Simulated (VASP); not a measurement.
Calculation: PBE GGA, VASP's PBE PAW potentials (set 64) (plane waves; VASP).

VASP ran on this input.

**INCAR**
```
ALGO = Normal
EDIFF = 1E-6
EDIFFG = -0.01
ENCUT = 480
GGA = PE
IBRION = 2
ISIF = 3
ISMEAR = 0
LASPH = T
LCHARG = F
LMAXMIX = 4
LREAL = F
LWAVE = F
NELM = 100
NSW = 60
PREC = Accurate
SIGMA = 0.05
SYSTEM = CsI
```

### POSCAR
```
CsI
1
    4.6709346625    -0.0000000000     0.0000000000
    0.0000000000     4.6709346625     0.0000000000
    0.0000000000     0.0000000000     4.6709346625
Cs I
1 1
Direct
  0.0000000000   0.0000000000   0.0000000000
  0.5000000000   0.5000000000   0.5000000000
```

File KPOINTS:
```
Regular mesh
0
Gamma
5 5 5
```

POTCAR, in this order: Cs_sv I (PBE.64 set). Program: vasp_std.

Output of the run:

OUTCAR:
```
 ion  position               nearest neighbor table
   1  0.000  0.000  0.000-
   2  0.500  0.500  0.500-
  LATTYP: Found a simple cubic cell.
 ALAT       =     4.6709346625
 Subroutine PRICEL returns:
 Original cell was already a primitive cell.
 Subroutine GETGRP returns: Found 48 space group operations
The static configuration has the point symmetry O_h .
The dynamic configuration has the point symmetry O_h .
 Subroutine INISYM returns: Found 48 space group operations
 Subroutine IBZKPT returns following result:
 Found     10 irreducible k-points:

 Following reciprocal coordinates:
            Coordinates               Weight
  0.000000  0.000000  0.000000      1.000000
  0.200000  0.000000  0.000000      6.000000
  0.400000  0.000000  0.000000      6.000000
  0.200000  0.200000  0.000000     12.000000
  0.400000  0.200000  0.000000     24.000000
  0.400000  0.400000  0.000000     12.000000
  0.200000  0.200000  0.200000      8.000000
  0.400000  0.200000  0.200000     24.000000
  0.400000  0.400000  0.200000     24.000000
  0.400000  0.400000  0.400000      8.000000
   k-points           NKPTS =     10   k-points in BZ     NKDIM =     10   number of bands    NBANDS=     12
   number of dos      NEDOS =    301   number of ions     NIONS =      2
   total plane-waves  NPLWV =  46656
   dimension x,y,z NGX =    36 NGY =   36 NGZ =   36
   dimension x,y,z NGXF=    72 NGYF=   72 NGZF=   72
   ions per type =               1   1
   PREC   = accura    normal or accurate (medium, high low for compatibility)
   ISTART =      0    job   : 0-new  1-cont  2-samecut
   ICHARG =      2    charge: 1-file 2-atom 10-const
   ISPIN  =      1    spin polarized calculation?
   LNONCOLLINEAR =      F non collinear calculations
   LSORBIT =      F    spin-orbit coupling
   INIWAV =      1    electr: 0-lowe 1-rand  2-diag
   ENCUT  =  480.0 eV  35.28 Ry    5.94 a.u.   8.34  8.34  8.34*2*pi/ulx,y,z
...
```

File OSZICAR:
```
       N       E                     dE             d eps       ncg     rms          rms(c)
DAV:   1     0.898105275837E+02    0.89811E+02   -0.56899E+03   240   0.101E+03
DAV:   2     0.141685754319E+01   -0.88394E+02   -0.83981E+02   364   0.163E+02
DAV:   3    -0.549969317900E+01   -0.69166E+01   -0.68992E+01   296   0.523E+01
DAV:   4    -0.559636605273E+01   -0.96673E-01   -0.96644E-01   276   0.779E+00
DAV:   5    -0.559751598539E+01   -0.11499E-02   -0.11499E-02   308   0.904E-01    0.156E+00
DAV:   6    -0.546647566056E+01    0.13104E+00   -0.17613E-01   260   0.192E+00    0.118E+00
DAV:   7    -0.543838785443E+01    0.28088E-01   -0.14817E-01   276   0.183E+00    0.609E-01
DAV:   8    -0.544212407339E+01   -0.37362E-02   -0.10701E-02   280   0.670E-01    0.712E-02
DAV:   9    -0.544255108408E+01   -0.42701E-03   -0.12216E-03   280   0.219E-01    0.787E-02
DAV:  10    -0.544263475220E+01   -0.83668E-04   -0.11733E-04   276   0.814E-02    0.135E-02
DAV:  11    -0.544263205051E+01    0.27017E-05   -0.30838E-05   284   0.274E-02    0.541E-03
DAV:  12    -0.544263292325E+01   -0.87274E-06   -0.38464E-06   264   0.141E-02
   1 F= -.54426329E+01 E0= -.54426329E+01  d E =-.544263E+01
```

OUTCAR:
```
------------------------ aborting loop because EDIFF is reached ----------------------------------------
  FORCE on cell =-STRESS in cart. coord.  units (eV):
  Direction    XX          YY          ZZ          XY          YZ          ZX
  --------------------------------------------------------------------------------------
  Total       -0.0003665     -0.0003665     -0.0003665      0.0000000      0.0000000     -0.0000000
  in kB       -0.0057615     -0.0057615     -0.0057615      0.0000000      0.0000000     -0.0000000
  external PRESSURE =      -0.0057615 kB  Pullay stress =       0.0000000 kB
  volume of cell :      101.91
      direct lattice vectors                 reciprocal lattice vectors
     4.670934662  0.000000000  0.000000000     0.214089914  0.000000000  0.000000000
     0.000000000  4.670934662  0.000000000     0.000000000  0.214089914  0.000000000
     0.000000000  0.000000000  4.670934662     0.000000000  0.000000000  0.214089914
 POSITION                                       TOTAL-FORCE (eV/Angst)
 -----------------------------------------------------------------------------------
      0.00000      0.00000      0.00000         0.000000      0.000000      0.000000
      2.33547      2.33547      2.33547         0.000000      0.000000      0.000000
 -----------------------------------------------------------------------------------
    total drift:                               -0.000000      0.000000      0.000000
  FREE ENERGIE OF THE ION-ELECTRON SYSTEM (eV)
  ---------------------------------------------------
  free  energy   TOTEN  =        -5.4426329232 eV

  energy  without entropy=       -5.4426329232  energy(sigma->0) =       -5.44263292

 reached required accuracy - stopping structural energy minimisation
```
(Selected blocks of OUTCAR.)

The compound is CsI in the CsCl type structure. It was relaxed first, which changed the volume by +7 %. The start is the result of an earlier pass.
